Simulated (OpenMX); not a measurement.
MoS2:

```
CELL_PARAMETERS angstrom
1.58000 0.91221 6.15000
-1.58000 0.91221 6.15000
0.00000 -1.82443 6.15000
ATOMIC_POSITIONS crystal
Mo 0.00000 0.00000 0.00000
S 0.41700 0.41700 0.41700
S 0.25000 0.25000 0.25000
```

Measurements of this composition are mostly on another form, of space group No. 194.

* Program: OpenMX 3.8.5
* Task: single point
* Functional: PBE
* Potentials or basis: OpenMX 2013 PBE set, Mo7.0-s3p2d2, S7.0-s2p2d1f1, grid cutoff 400 Ry
* k mesh: 11 × 11 × 11
* Occupations: fermi-dirac, width 0.05 eV
* Spin: no spin polarisation

On this cell: pressure 9.2 GPa; largest force 1.030 eV/Å; band gap on the k mesh 0.94 eV, indirect (least direct gap 1.88 eV).

The same run follows on a disturbed copy (atoms moved at random, drawn with an rms of 0.05 Å):

```xyz
3
Lattice="1.5800 0.9122 6.1500 -1.5800 0.9122 6.1500 0.0000 -1.8244 6.1500" Properties=species:S:1:pos:R:3 pbc="T T T"
Mo    0.0102   -0.0081   -0.0121
S    -0.0599   -0.0380    7.7439
S    -0.0031   -0.0316    4.5895
```

Question: What changes?

Answer: The energy moves by +0.8 meV/atom; pressure 5.8 GPa; largest force 1.340 eV/Å; band gap on the k mesh 0.87 eV, indirect (least direct gap 1.90 eV).

Forces on the atoms (eV/Å):
```
Mo  -0.842 -0.537  0.893
S    0.662  0.268 -0.159
S    0.176  0.272 -0.692
```

Caveats: an odd mesh through Γ misses points on the zone boundary, where band edges often lie; the basis of atomic orbitals isn't converged, which shifts pressures, moduli and gaps; forces of over 1 eV/Å show positions far from the minimum, so gaps and moduli don't describe the material at rest (some runs).
